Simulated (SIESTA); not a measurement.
Crystal: CdSe (Cadmoselite).

```
Cd Se
1.0
     4.30000    0.00000    0.00000
    -2.15000    3.72391    0.00000
     0.00000    0.00000    7.02000
Cd Se
2 2
Direct
  0.66667 0.33333 0.50000
  0.33333 0.66667 0.00000
  0.66667 0.33333 0.88500
  0.33333 0.66667 0.38500
```

Base run:

| Item | Value |
| --- | --- |
| Program | SIESTA 5.4.2 |
| Functional | PBE |
| Potentials or basis | PseudoDojo 0.4 standard (PBE files) |
| Basis | DZP (energy shift 0.002 Ry) |
| Grid cutoff | 800 Ry |
| Energy shift | 0.002 Ry |
| k mesh | 7 × 7 × 4 |
| Occupations | fermi-dirac, width 0.05 eV |
| Spin | no spin polarisation |

Its results: band gap on the k mesh 0.96 eV, direct; pressure 4.0 GPa; largest force 0.334 eV/Å.

Q: The run is repeated on the same cell with these changes: functional from PBE to RPBE. What comes out?

A: Band gap on the k mesh 1.12 eV, direct; pressure 6.0 GPa; largest force 0.344 eV/Å.

RPBE binds less tightly than PBE, so the same cell stands under more pressure.

Caveats: semicore shells carry a single zeta, which can move pressures by several GPa and volumes by a few percent; the basis of atomic orbitals isn't converged, which shifts pressures, moduli and gaps; the potentials were made for another functional, which shifts forces and pressure (some runs).
